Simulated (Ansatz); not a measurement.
Molecular dynamics on a 2×2×1 supercell (16 atoms) of PbS (wurtzite), relaxed with r2SCAN. Forces come from PBE in Ansatz 0.2.0: a Langevin thermostat at fixed volume, 200 K, steps of 1 fs. Spin polarisation is off, nuclei are classical, and the run is far too short for thermal averages. The structure comes from a prototype and may be hypothetical.

```yaml
crystal:
  lattice:
    - [9.9940628279, 1.0e-10, 0.0]
    - [-4.997031414, 8.655112296, 0.0]
    - [0.0, 0.0, 5.9976977314]
  atoms:
    - { symbol: Pb, position: [0.1666666667, 0.3333333333, -0.0640853953] }
    - { symbol: Pb, position: [0.3333333333, 0.1666666667, 0.4359146047] }
    - { symbol: S, position: [0.1666666667, 0.3333333333, 0.4390853953] }
    - { symbol: S, position: [0.3333333333, 0.1666666667, 0.9390853953] }
    - { symbol: Pb, position: [0.1666666667, 0.8333333333, -0.0640853953] }
    - { symbol: Pb, position: [0.3333333333, 0.6666666667, 0.4359146047] }
    - { symbol: S, position: [0.1666666667, 0.8333333333, 0.4390853953] }
    - { symbol: S, position: [0.3333333333, 0.6666666667, 0.9390853953] }
    - { symbol: Pb, position: [0.6666666667, 0.3333333333, -0.0640853953] }
    - { symbol: Pb, position: [0.8333333333, 0.1666666667, 0.4359146047] }
    - { symbol: S, position: [0.6666666667, 0.3333333333, 0.4390853953] }
    - { symbol: S, position: [0.8333333333, 0.1666666667, 0.9390853953] }
    - { symbol: Pb, position: [0.6666666667, 0.8333333333, -0.0640853953] }
    - { symbol: Pb, position: [0.8333333333, 0.6666666667, 0.4359146047] }
    - { symbol: S, position: [0.6666666667, 0.8333333333, 0.4390853953] }
    - { symbol: S, position: [0.8333333333, 0.6666666667, 0.9390853953] }
kpoints:
  mp_grid: { grid: [3, 3, 2] }
hamiltonian:
  xc: pbe
scf:
  occupations: { method: fermi_dirac, width: 0.02 }
md:
  ensemble: nvt_langevin
  temperature: 200
  timestep: 1.0
  n_steps: 30
  initial_velocities: maxwell_boltzmann
  seed: 2268
```

Command: `ansatz run input.yaml --threads 4 --pin off --max-ram 3686MiB --backend cpu --events-out ev --progress --plain --runs-dir out`.

Q: What wall time did it need on 4 threads of Arm Neoverse V1, with other jobs on the host, load about 1.0 per core, and what peak of host memory did it reach?

A: About 6 min, with a peak of 1.6 GiB.

```
step  t (fs)  T (K)  free energy F from step 0 (meV/atom)  kinetic energy (meV/atom)  largest force (eV/Å)
   0       0    188                                   0.0                       24.2                  0.01
   1       1    191                                   0.0                       24.6                  0.02
   2       2    180                                   0.0                       23.3                  0.03
   3       3    169                                   0.1                       21.9                  0.04
   4       4    173                                   0.1                       22.4                  0.06
   5       5    188                                   0.2                       24.4                  0.07
   6       6    191                                   0.3                       24.7                  0.09
   7       7    188                                   0.4                       24.4                  0.11
   8       8    192                                   0.5                       24.8                  0.12
   9       9    209                                   0.6                       27.0                  0.14
  10      10    195                                   0.8                       25.2                  0.15
  11      11    198                                   0.9                       25.6                  0.17
  12      12    192                                   1.1                       24.8                  0.19
  13      13    184                                   1.3                       23.8                  0.20
  14      14    179                                   1.5                       23.1                  0.22
  15      15    169                                   1.7                       21.8                  0.23
  16      16    167                                   1.9                       21.6                  0.25
  17      17    165                                   2.0                       21.4                  0.26
  18      18    162                                   2.2                       21.0                  0.27
  19      19    161                                   2.4                       20.9                  0.28
  20      20    155                                   2.7                       20.1                  0.29
  21      21    146                                   2.9                       18.9                  0.30
  22      22    149                                   3.1                       19.2                  0.31
  23      23    155                                   3.2                       20.1                  0.32
  24      24    149                                   3.4                       19.2                  0.33
  25      25    152                                   3.6                       19.6                  0.34
  26      26    152                                   3.8                       19.7                  0.34
  27      27    157                                   4.0                       20.3                  0.35
  28      28    149                                   4.1                       19.2                  0.36
  29      29    141                                   4.3                       18.3                  0.37
  30      30    139                                   4.4                       18.0                  0.37
```

The temperature goes from 188 K to 139 K in 30 fs. The thermostat hasn't had time to restore it. By the last step the atoms have moved 0.08 Å in the root mean square, the drift of the whole cell taken out, 0.15 Å at most.

Positions (Å) and forces (eV/Å) at step 30:
```
Pb   0.020   2.907  -0.397    -0.040  -0.139  -0.037
Pb   2.502   1.439   2.614    -0.151  -0.034  -0.016
S   -0.052   2.758   2.639    -0.009   0.186  -0.008
S    2.509   1.392   5.622     0.056   0.167   0.040
Pb  -2.507   7.210  -0.392     0.008   0.008   0.003
Pb   0.007   5.734   2.613     0.089   0.038   0.045
S   -2.389   7.280   2.603     0.009  -0.234   0.022
S   -0.011   5.808   5.559    -0.092  -0.067   0.084
Pb   5.017   2.906  -0.421    -0.041  -0.103  -0.026
Pb   7.464   1.503   2.590    -0.069  -0.290   0.033
S    4.887   2.861   2.727     0.135   0.338  -0.078
S    7.520   1.379   5.583     0.084   0.214   0.106
Pb   2.477   7.202  -0.351     0.039   0.048  -0.063
Pb   5.034   5.777   2.614    -0.126   0.071  -0.022
S    2.504   7.241   2.696     0.107  -0.072  -0.119
S    4.966   5.807   5.659     0.000  -0.132   0.035
```
